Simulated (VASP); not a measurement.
# Ti (P6_3/mmc) in VASP: a series of runs

One crystal, Ti, is run at these levels: PBE; tasks: relaxation of cell and atoms.

All numbers are computed with VASP 6.6.1; they aren't measurements. Logs are shortened: lines on timing, memory, paths and dates and some standing lists are left out, and cuts for length are marked.

### 1 The structure

The structure is hexagonal, space group P6_3/mmc (No. 194). The conventional cell has a = 2.950 Å, b = 2.950 Å, c = 4.680 Å, α = 90.00°, β = 90.00°, γ = 120.00°. Ti (site symmetry -6m2) has 12 Ti at 2.89 to 2.95 Å as nearest neighbours.

### 2 Relaxation of cell and atoms, PBE

Contents of INCAR:

```
ALGO = Normal
EDIFF = 1E-7
EDIFFG = -0.002
ENCUT = 520
GGA = PE
IBRION = 2
ISIF = 3
ISMEAR = 0
LASPH = T
LCHARG = F
LREAL = F
LWAVE = F
NELM = 60
NSW = 80
PREC = Accurate
SIGMA = 0.1
```

Contents of KPOINTS:

```
k-points
0
Gamma
  18 18 10
```

Contents of POSCAR:

```
Ti
1.0
    2.9500000000      0.0000000000      0.0000000000
   -1.4750000000      2.5547749400      0.0000000000
    0.0000000000      0.0000000000      4.6800000000
Ti
2
Direct
    0.3333333300      0.6666666700      0.2500000000
    0.6666666700      0.3333333300      0.7500000000
```

Potentials or basis: VASP PAW PBE potentials, release 64 (Ti).

On the command line:

```sh
cat potpaw_PBE.64/Ti/POTCAR > POTCAR
mpirun -np 1 vasp_std > vasp.out
```

OUTCAR:

```text
EDIFF = 1E-7
   EDIFFG = -0.002
   ENCUT = 520
   GGA = PE
   IBRION = 2
   ISIF = 3
   ISMEAR = 0
   LASPH = T
   LREAL = F
   NELM = 60
   NSW = 80
   PREC = Accurate

 ion  position               nearest neighbor table
   1  0.333  0.667  0.250-   2 2.89   2 2.89   2 2.89   2 2.89   2 2.89   2 2.89
   2  0.667  0.333  0.750-   1 2.89   1 2.89   1 2.89   1 2.89   1 2.89   1 2.89

  LATTYP: Found a hexagonal cell.
 ALAT       =     2.9500000000
 C/A-ratio  =     1.5864406780

  Lattice vectors:

 A1 = (   2.9500000000,   0.0000000000,   0.0000000000)
 A2 = (  -1.4750000000,   2.5547749400,   0.0000000000)
 A3 = (   0.0000000000,   0.0000000000,   4.6800000000)

Analysis of symmetry for initial positions (statically):
=====================================================================
 Subroutine PRICEL returns:
 Original cell was already a primitive cell.

 Routine SETGRP: Setting up the symmetry group for a
 hexagonal supercell.

 Subroutine GETGRP returns: Found 24 space group operations
 (whereof 12 operations were pure point group operations)
 out of a pool of 24 trial point group operations.

The static configuration has the point symmetry D_3d.
 The point group associated with its full space group is D_6h.

Analysis of symmetry for dynamics (positions and initial velocities):
=====================================================================
 Subroutine PRICEL returns:
 Original cell was already a primitive cell.

 Routine SETGRP: Setting up the symmetry group for a
 hexagonal supercell.

 Subroutine GETGRP returns: Found 24 space group operations
 (whereof 12 operations were pure point group operations)
 out of a pool of 24 trial point group operations.

The dynamic configuration has the point symmetry D_3d.
 The point group associated with its full space group is D_6h.

 Subroutine INISYM returns: Found 24 space group operations
 (whereof 12 operations are pure point group operations),
 and found     1 'primitive' translations

----------------------------------------------------------------------------------------

                                     Primitive cell

  volume of cell :      35.2712

  direct lattice vectors                    reciprocal lattice vectors
     2.950000000  0.000000000  0.000000000     0.338983051  0.195711956  0.000000000
    -1.475000000  2.554774940  0.000000000     0.000000000  0.391423911  0.000000000
     0.000000000  0.000000000  4.680000000     0.000000000  0.000000000  0.213675214

  length of vectors
     2.950000000  2.949999999  4.680000000     0.391423911  0.391423911  0.213675214

  position of ions in fractional coordinates (direct lattice)
     0.333333330  0.666666670  0.250000000
     0.666666670  0.333333330  0.750000000

  ion indices of the primitive-cell ions
   primitive index   ion index
                 1           1
                 2           2

----------------------------------------------------------------------------------------

 KPOINTS: k-points

Automatic generation of k-mesh.
 Grid dimensions read from file:
 generate k-points for:   18   18   10

 Generating k-lattice:

  Cartesian coordinates                     Fractional coordinates (reciprocal lattice)
     0.018832392  0.010872886  0.000000000     0.055555556  0.000000000  0.000000000
     0.000000000  0.021745773  0.000000000     0.000000000  0.055555556  0.000000000
     0.000000000  0.000000000  0.021367521     0.000000000  0.000000000  0.100000000

  Length of vectors
     0.021745773  0.021745773  0.021367521

  Shift w.r.t. Gamma in fractional coordinates (k-lattice)
     0.000000000  0.000000000  0.000000000

 Subroutine IBZKPT returns following result:
 ===========================================

 Found    222 irreducible k-points:

 Following reciprocal coordinates:
            Coordinates               Weight
  0.000000  0.000000  0.000000      1.000000
  0.055556 -0.000000  0.000000      6.000000
  0.111111 -0.000000  0.000000      6.000000
  0.166667  0.000000  0.000000      6.000000
  0.222222 -0.000000  0.000000      6.000000
  0.277778  0.000000  0.000000      6.000000
[... 16 lines left out ...]
  0.333333  0.111111  0.000000     12.000000
  0.388889  0.111111  0.000000     12.000000
 [... further k-points ...]
   k-points           NKPTS =    222   k-points in BZ     NKDIM =    222   number of bands    NBANDS=      8
   number of dos      NEDOS =    301   number of ions     NIONS =      2
   total plane-waves  NPLWV =  20736
   dimension x,y,z NGX =    24 NGY =   24 NGZ =   36
   dimension x,y,z NGXF=    48 NGYF=   48 NGZF=   72
   ions per type =               2
   NGX,Y,Z   is equivalent  to a cutoff of  13.53, 13.53, 12.79 a.u.
   NGXF,Y,Z  is equivalent  to a cutoff of  27.05, 27.05, 25.58 a.u.
 SYSTEM =  unknown system
   PREC   = accura    normal or accurate (medium, high low for compatibility)
   ISTART =      0    job   : 0-new  1-cont  2-samecut
   ICHARG =      2    charge: 1-file 2-atom 10-const
   ISPIN  =      1    spin polarized calculation?
   LNONCOLLINEAR =      F non collinear calculations
   LSORBIT =      F    spin-orbit coupling
   LASPH  =      T    aspherical Exc in radial PAW
   ENCUT  =  520.0 eV  38.22 Ry    6.18 a.u.   5.49  5.49  8.70*2*pi/ulx,y,z
   NELM   =     60;   NELMIN=  2; NELMDL= -5     # of ELM steps
   EDIFF  = 0.1E-06   stopping-criterion for ELM
   LREAL  =      F    real-space projection
   EDIFFG = -.2E-02   stopping-criterion for IOM
   NSW    =     80    number of steps for IOM
   IBRION =      2    ionic relax: 0-MD 1-quasi-New 2-CG
   NFREE  =      1    steps in history (QN), initial steepest desc. (CG)
   ISIF   =      3    stress and relaxation
   ISYM   =      2    0-nonsym 1-usesym 2-fastsym
   POTIM  = 0.5000    time-step for ionic-motion
   TEBEG  =    0.0;   TEEND  =   0.0 temperature during run
   PSTRESS=    0.0 pullay stress
   NELECT =       8.0000    total number of electrons
   NUPDOWN=      -1.0000    fix difference up-down
   EMIN   =  10.00;   EMAX   =-10.00  energy-range for DOS
   EFERMI =   0.00;   METHOD = LEGACY
   ISMEAR =     0;   SIGMA  =   0.10  broadening in eV -4-tet -1-fermi 0-gaus
   EFERMI_NEDOS =   21; number of points for ismear=-14 and -15
   IALGO  =     38    algorithm
   IMIX   =      4    mixing-type and parameters
     AMIX     =   0.40;   BMIX     =  1.00
     AMIX_MAG =   1.60;   BMIX_MAG =  1.00
  volume/ion in A,a.u.               =      17.64       119.01
  Fermi-wavevector in a.u.,A,eV,Ry     =   0.998385  1.886674 13.561911  0.996772
  Thomas-Fermi vector in A             =   2.130605
   LORBIT       =      0    0 simple, 1 ext, 2 COOP (PROOUT), +10 PAW based schemes
   GGA     = PE    functional components
   LHFCALC =     F    Hartree Fock is set to
   AEXX    =    0.0000 exact exchange contribution
   IVDW    =     0    specifies the selected vdW correction
   LEPSILON=     F    determine dielectric tensor
   LRPA    =     F    only Hartree local field effects (RPA)
 conjugate gradient relaxation of ions
 non-spin polarized calculation
 Gauss-broadening in eV      SIGMA  =   0.10
  energy-cutoff  :      520.00
  volume of cell :       35.27
 maximum number of plane-waves:       976
 NGX is ok and might be reduce to    24
   NGX = 11   NGY = 11   NGZ = 17

--------------------------------------- Ionic step        1  -------------------------------------------

 number of electron       8.0000000 magnetization

 Free energy of the ion-electron system (eV)
  ---------------------------------------------------
  ext. energy  EPLUGINS =         0.00000000
  ---------------------------------------------------
  free energy    TOTEN  =       -15.51946315 eV

  energy without entropy =      -15.50951649  energy(sigma->0) =      -15.51448982

------------------------ aborting loop because EDIFF is reached ----------------------------------------

  FORCE on cell =-STRESS in cart. coord.  units (eV):
  Direction    XX          YY          ZZ          XY          YZ          ZX
  --------------------------------------------------------------------------------------
  -------------------------------------------------------------------------------------
  Total       -0.6938301     -0.6938301     -0.7715486      0.0000000      0.0000000      0.0000000
  in kB      -31.5168776    -31.5168775    -35.0472038      0.0000000      0.0000000      0.0000000
  external PRESSURE =     -32.6936530 kB  Pullay stress =       0.0000000 kB

 VOLUME and BASIS-vectors are now :
 -----------------------------------------------------------------------------
  energy-cutoff  :      520.00
  volume of cell :       35.27
      direct lattice vectors                 reciprocal lattice vectors
     2.950000000  0.000000000  0.000000000     0.338983051  0.195711956  0.000000000
    -1.475000000  2.554774940  0.000000000     0.000000000  0.391423911  0.000000000
     0.000000000  0.000000000  4.680000000     0.000000000  0.000000000  0.213675214
[... 217 lines left out ...]
 POSITION                                       TOTAL-FORCE (eV/Angst)
 -----------------------------------------------------------------------------------
     -0.00000      1.68774      1.15638        -0.000000     -0.000000      0.000000
      1.46162      0.84387      3.46913         0.000000      0.000000      0.000000
 -----------------------------------------------------------------------------------
    total drift:                                0.000000     -0.000000     -0.000000

  FREE ENERGIE OF THE ION-ELECTRON SYSTEM (eV)
  ---------------------------------------------------
  free  energy   TOTEN  =       -15.5302801463 eV

  energy  without entropy=      -15.5207298021  energy(sigma->0) =      -15.52550497

--------------------------------------- Ionic step        8  -------------------------------------------

 number of electron       7.9999999 magnetization

 Free energy of the ion-electron system (eV)
  ---------------------------------------------------
  ext. energy  EPLUGINS =         0.00000000
  ---------------------------------------------------
  free energy    TOTEN  =       -15.53028222 eV

  energy without entropy =      -15.52072771  energy(sigma->0) =      -15.52550497

 E-fermi :   3.1462     XC(G=0): -11.1296

 val. band max:        3.1376497808   @ k =   0.2778   0.2778   0.4000
 cond. band min:       3.1574928526   @ k =   0.0556  -0.0000   0.5000
 fundamental gap:      0.0198430719
 Fermi energy:         3.1461862673

 k-point     1 :       0.0000    0.0000    0.0000
  band No.  band energies     occupation
      1      -3.0009      2.00000
      2       0.4595      2.00000
      3       3.8992      0.00000
      4       3.8992      0.00000
      5       3.9416      0.00000
      6       4.0128      0.00000
      7       4.4017      0.00000
      8       4.4017      0.00000

 k-point     2 :       0.0556   -0.0000    0.0000
  band No.  band energies     occupation
      1      -2.9135      2.00000
      2       0.5287      2.00000
      3       3.7110      0.00000
      4       3.7659      0.00000
      5       3.9613      0.00000
      6       4.1658      0.00000
      7       4.3586      0.00000
      8       4.4569      0.00000
[... 221 lines left out ...]
 k-point    23 :       0.3333    0.1111    0.0000
  band No.  band energies     occupation
      1       0.3762      2.00000
      2       1.4117      2.00000
      3       1.4881      2.00000
      4       2.3473      2.00000
      5       3.5099      0.00000
      6       3.9009      0.00000
      7       4.1508      0.00000
      8       5.8637      0.00000

 k-point    24 :       0.3889    0.1111    0.0000
  band No.  band energies     occupation
      1       0.8049      2.00000
      2       1.2591      2.00000
      3       1.3604      2.00000
      4       2.3751      2.00000
      5       3.4925      0.00000
      6       3.7642      0.00000
      7       4.2995      0.00000
      8       6.2433      0.00000

 [... further k-points ...]

------------------------ aborting loop because EDIFF is reached ----------------------------------------

  FORCE on cell =-STRESS in cart. coord.  units (eV):
  Direction    XX          YY          ZZ          XY          YZ          ZX
  --------------------------------------------------------------------------------------
  -------------------------------------------------------------------------------------
  Total        0.0028810      0.0028810      0.0031332      0.0000000      0.0000000      0.0000000
  in kB        0.1347930      0.1347930      0.1465940      0.0000000      0.0000000      0.0000000
  external PRESSURE =       0.1387267 kB  Pullay stress =       0.0000000 kB

 VOLUME and BASIS-vectors are now :
 -----------------------------------------------------------------------------
  energy-cutoff  :      520.00
  volume of cell :       34.24
      direct lattice vectors                 reciprocal lattice vectors
     2.923616601 -0.000000000 -0.000000000     0.342042113  0.197478106 -0.000000000
    -1.461808300  2.531926246 -0.000000000     0.000000000  0.394956212 -0.000000000
     0.000000000  0.000000000  4.626098816     0.000000000  0.000000000  0.216164859

 POSITION                                       TOTAL-FORCE (eV/Angst)
 -----------------------------------------------------------------------------------
     -0.00000      1.68795      1.15652         0.000000     -0.000000      0.000000
      1.46181      0.84398      3.46957        -0.000000      0.000000      0.000000
 -----------------------------------------------------------------------------------
    total drift:                                0.000000     -0.000000     -0.000000

  FREE ENERGIE OF THE ION-ELECTRON SYSTEM (eV)
  ---------------------------------------------------
  free  energy   TOTEN  =       -15.5302822244 eV

  energy  without entropy=      -15.5207277111  energy(sigma->0) =      -15.52550497

 reached required accuracy - stopping structural energy minimisation
```

It took 89 s on 1 thread of Intel Xeon Platinum 8488C (Sapphire Rapids), shared host; peak memory 0.21 GiB.

Results:

* Free energy: -15.5303 eV
* Relaxed volume: 17.12 Å³/atom
* Relaxed cell: a = 2.924 Å, b = 2.924 Å, c = 4.626 Å, α = 90.00°, β = 90.00°, γ = 120.00°
* Space group after relaxing (to 0.05 Å): P6_3/mmc (No. 194)
* Energy gained by relaxing: 5.4 meV/atom
* Ionic steps: 8
* Pressure after relaxing: 0.0 GPa
* Band gap on the k mesh: none (metal or under the smearing width)

Step by step:
```tsv
step	energy change (eV)	largest force (eV/Å)	pressure (GPa)	volume (Å³)
1	0.0000	0.0000	-3.27	35.27
2	-0.0041	0.0000	2.83	33.47
3	-0.0108	0.0000	0.01	34.24
4	-0.0108	0.0000	-0.06	34.26
5	-0.0108	0.0000	-0.06	34.27
6	-0.0108	0.0000	-0.06	34.27
7	-0.0108	0.0000	0.06	34.23
8	-0.0108	0.0000	0.01	34.24
```

Final structure:
```
CELL_PARAMETERS angstrom
2.92362 0.00000 0.00000
-1.46181 2.53193 0.00000
0.00000 0.00000 4.62610
ATOMIC_POSITIONS crystal
Ti 0.33333 0.66667 0.25000
Ti 0.66667 0.33333 0.75000
```

Levels at points of the mesh, in eV from the Fermi level:
| k point | band 1 | band 2 | band 3 | band 4 | band 5 | band 6 | band 7 | band 8 |
| --- | --- | --- | --- | --- | --- | --- | --- | --- |
| (0.00, 0.00, 0.00) | -6.15 | -2.69 | 0.75 | 0.75 | 0.80 | 0.87 | 1.26 | 1.26 |
| (0.50, 0.00, 0.00) | -2.32 | -2.18 | -1.87 | -0.60 | 0.45 | 0.62 | 1.16 | 3.33 |
| (0.00, 0.00, 0.50) | -4.28 | -4.28 | 0.07 | 0.07 | 0.65 | 0.65 | 0.65 | 0.65 |
| (0.50, 0.00, 0.50) | -2.55 | -2.55 | -0.83 | -0.83 | 1.33 | 1.33 | 1.71 | 1.71 |

(Part 1 of 2 ends here.)
